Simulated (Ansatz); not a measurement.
# SrTiO3: reading a single point

```
Sr Ti O
1.0
     3.95953   -0.00080    0.00012
    -0.00080    3.96016    0.00121
     0.00012    0.00121    3.96354
Sr Ti O
1 1 3
Direct
  0.49116 0.48204 0.51005
  0.04148 0.95881 0.98053
  0.50447 0.07073 0.06533
  0.03705 0.51876 0.93851
  0.99835 0.01377 0.51261
```

The numbers come from plane-wave PAW DFT (Ansatz): r2SCAN, collinear spin, 500 eV, 5×5×5 Γ-centred k points, fermi-dirac occupations (width 0.0253 eV). Nothing was relaxed.

The state carries no moments; the state need not be the lowest.

Forces: The largest is on Ti2: 2.54 eV/Å, components (-0.79, 2.30, 0.73). It makes 158° with the line to a nearest neighbour, O4 at 1.75 Å, pointing away from it.
Stress: The pressure is -0.2 GPa (compression positive), so with the atoms held at these fractions the cell is close to zero pressure; the forces are large, so a full relaxation may end otherwise. The principal stresses -6.5, 0.0, 6.0 GPa differ, so its shape would change too.
Band edges: Within 0.7 eV of the edges, the states project mainly on O p (94 %) below the gap and on Ti d (84 %) above it.
Electronic structure: The gap on the k mesh is 2.91 eV; the mesh may miss the band edges, so the true gap of this level can be smaller.
Formation energy: -3.32 eV an atom against the elements' usual phases (free molecules for gases, crystals otherwise, with no correction for O₂ or N₂), so it is bound against them; other compounds may still compete. Relaxing would lower it.

Origin: a strained cell with displaced atoms, so it need not be a known compound. Caveats: the input typed no starting moments; an odd or shifted mesh can miss the band edges, so this level's true gap may be smaller; atoms or cell far from equilibrium.
